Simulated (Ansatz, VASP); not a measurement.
**One calculation of CaO, two programs**

```
CELL_PARAMETERS angstrom
2.34949 2.34949 0.00000
-2.34949 2.34949 0.00000
0.00000 2.34949 2.42318
ATOMIC_POSITIONS crystal
Ca 0.00000 0.00000 0.00000
O 0.50000 0.50000 0.00000
```

Change from the starting cell: in-plane strain -0.02, out-of-plane length and atoms relaxed by PAW.

Alike in both runs: functional r2SCAN; k mesh 8 × 8 × 8; no spin polarisation.

Ansatz relaxed the structure, and its values are those at the end. VASP's run is a single point on that final structure, the one shown.

|  | VASP | Ansatz |
| --- | --- | --- |
| version | VASP 6.6.1 | Ansatz 0.2.0 |
| potentials or method | VASP PAW PBE potentials, release 64 (Ca_sv, O) | PAW with Ansatz's default frozen-core files, scalar-relativistic |
| plane-wave cutoff (eV) | 520 | 500 |
| occupations | gaussian, width 0.01 eV | fixed |
| valence electrons in the cell | 16 | 16 |

|  | VASP | Ansatz | Ansatz less VASP |
| --- | --- | --- | --- |
| pressure (GPa) | 5.2 | 4.0 | -1.21 |

Caveats: the PAW data sets were made with another functional, which shifts forces and pressure a little (VASP). A k mesh can miss the band edges.
